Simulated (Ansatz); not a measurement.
## From the elastic tensor of C at 22 GPa (stress–strain coefficients) to moduli and sound speeds

Method: DFT PBEsol, scalar-relativistic, plane waves, PAW (Ansatz). Settings: 420 eV plane-wave cutoff, Γ-centred 12×12×12 mesh, fixed occupations. No spin polarisation.

Symmetry: Fd-3m, No. 227, cubic system. The conventional cell has a = 3.501 Å, b = 3.501 Å, c = 3.501 Å, α = 90.00°, β = 90.00°, γ = 90.00°. C (site symmetry -43m) has 4 C at 1.52 Å as nearest neighbours.

Relaxed-ion constants (GPa, on the Cartesian axes of the calculation):
C11 = 1177.8, C12 = 203.5, C13 = 203.5, C22 = 1177.8, C23 = 203.5, C33 = 1177.8, C44 = 631.5, C55 = 631.5, C66 = 631.5 GPa; the others vanish.

Density 3.719 g/cm³; 2 atoms in 10.73 Å³.

The values that follow are for a polycrystal of randomly turned grains, by Hill's mean where one number stands.

With S = C⁻¹: B_V = (C11+C22+C33+2(C12+C13+C23))/9, G_V = (C11+C22+C33−C12−C13−C23+3(C44+C55+C66))/15, 1/B_R = S11+S22+S33+2(S12+S13+S23), 15/G_R = 4(S11+S22+S33−S12−S13−S23)+3(S44+S55+S66); Hill is their mean. Then v_l = √((B+4G/3)/ρ), v_t = √(G/ρ), v_m = [(2/v_t³+1/v_l³)/3]^(−1/3) and Θ = (ħ/k_B)·v_m·(6π²n/V)^(1/3) for n atoms in the volume V; E = 9BG/(3B+G), ν = (3B−2G)/(2(3B+G)) and A^U = 5G_V/G_R + B_V/B_R − 6.

```
Bulk modulus, Voigt / Reuss / Hill          : 528.3 / 528.3 / 528.3 GPa
Shear modulus, Voigt / Reuss / Hill         : 573.7 / 564.6 / 569.2 GPa
Young's modulus                             : 1256 GPa
Poisson ratio                               : 0.104
Pugh ratio B/G                              : 0.93
Universal anisotropy index                  : 0.08
Longitudinal and transverse sound speeds    : 18605 and 12372 m/s
Debye temperature from the mean sound speed : 2301 K
```

Cost: 1 run of about 0.14 core-minutes, on Intel Xeon Platinum 8488C (Sapphire Rapids) (shared hosts).

Compressed diamond resists shear even more strongly than uniform compression, with a Hill shear modulus of 569.2 GPa against a bulk modulus of 528.3 GPa. The reason is the directional sp³ bonding: shear bends the tetrahedral bond angles as well as changing bond lengths, and both cost much energy. C44 lies far above C12, whereas purely central forces under pressure would put C12 above C44, so angular forces are essential. The same stiffness against bending keeps the Poisson ratio down to 0.104.

The crystal is not quite elastically isotropic. C44 exceeds half the difference between C11 and C12, which makes Young's modulus largest along the ⟨111⟩ bond directions and smallest along the cube axes, though the effect on the polycrystal averages is slight. Strong bonds and light atoms together account for the very high sound speeds and Debye temperature.

The constants satisfy the cubic criteria for stability against small homogeneous strains at this pressure, but they do not determine hardness or fracture strength, which depend on large strains and defects.
